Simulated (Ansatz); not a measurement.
Nuclear-site quantities of RbCl as the cell is scaled

```yaml
crystal:
  lattice:
    - [0.00000, 3.27400, 3.27400]
    - [3.27400, 0.00000, 3.27400]
    - [3.27400, 3.27400, 0.00000]
  atoms:
    - { symbol: Rb, position: [0.00000, 0.00000, 0.00000] }
    - { symbol: Cl, position: [0.50000, 0.50000, 0.50000] }
```

Atom numbers follow the list: Rb1, Cl2.

The conventional cell has a = 6.548 Å, b = 6.548 Å, c = 6.548 Å, α = 90.00°, β = 90.00°, γ = 90.00°. Rb (atom 1) is surrounded by 6 Cl at 3.27 Å. Around Cl (atom 2) lie 6 Rb at 3.27 Å.

The cell is COD entry 8103714, as deposited and not checked against the literature; nothing was relaxed. It differs from other determinations.

Level of theory: DFT, PBEsol, all-electron PAW with datasets made for the crystal, scalar-relativistic in Ansatz 0.2.0.

Numerical set-up: a Γ-centred 7×7×7 k mesh, Fermi–Dirac smearing of 0.02 eV, cutoff 220 eV (chosen by the program for this cell), no spin polarisation.

The contact density is the mean electron density over the nuclear volume; its changes follow the s electrons' response to bonding and compression. Changes below are taken from the unscaled cell, where it is 361411 e/Å³ at Rb1, 24040.8 e/Å³ at Cl2.

Volumes at which the program chose other datasets or cutoffs are left out.

```
V/V(cell)  P (GPa)  Δρ(0) Rb1 (e/Å³)  Δρ(0) Cl2 (e/Å³)
   0.9400      1.1              0.62             -0.09
   0.9600      0.7                 ?             -0.06
   0.9800      0.3                 ?             -0.03
   0.9900      0.1              0.10             -0.01
   1.0000      0.0              0.00              0.00
   1.0100     -0.2                 ?              0.01
```

(1) What belongs in the row "0.9800", column "Δρ(0) Rb1 (e/Å³)"?

(2) Fill in "Δρ(0) Rb1 (e/Å³)" for the row "0.9600".

(3) Give the missing entry: row "1.0100", column "Δρ(0) Rb1 (e/Å³)".

The datasets are made afresh for each cell, so very small changes are uncertain.

Answers

(1) 0.20.

(2) 0.40.

(3) -0.09.
